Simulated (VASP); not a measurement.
Runs of VASP 6.6.1 on Nb. It takes space group R-3m (No. 166, trigonal). Conventional cell: a = 2.853 Å, b = 2.853 Å, c = 23.843 Å, α = 90.00°, β = 90.00°, γ = 120.00°. Nb (site symmetry -3m) is surrounded by 12 Nb at 2.85 to 3.12 Å. Nb (site symmetry 3m) is surrounded by 12 Nb at 2.85 to 3.12 Å. The cell was built by a generator and needn't be a form met in nature.

```csv
task,cell,k mesh,cutoff (eV),mesh quality,gap on the mesh (eV),pressure (GPa),relaxed volume (Å³/atom),largest force (eV/Å)
single point,"R-3m, 18.68 Å³/atom",9 × 9 × 9,520,not flagged,none,-0.5,-,-
single point,"R-3m, 18.53 Å³/atom",6 × 6 × 6,520,coarse,none,(a),-,-
relaxation of cell and atoms,relaxed,9 × 9 × 9,600,not flagged,none,0.0,18.64,0.02
relaxation of cell and atoms,relaxed,6 × 6 × 6,600,coarse,none,0.0,18.50,0.02
```

Alike in all rows: level PBE; potentials or basis VASP PAW PBE potentials, release 64 (Nb_sv); no spin polarisation; smearing gaussian 0.1 eV.

Problem. Estimate the missing entries.

Solution. (a) -0.3.

Caveats: some runs use coarse meshes.

A k mesh can miss the band edges, and the runs leave out spin-orbit coupling on Nb.

A gap of «none» marks a metal or a gap under the smearing width.
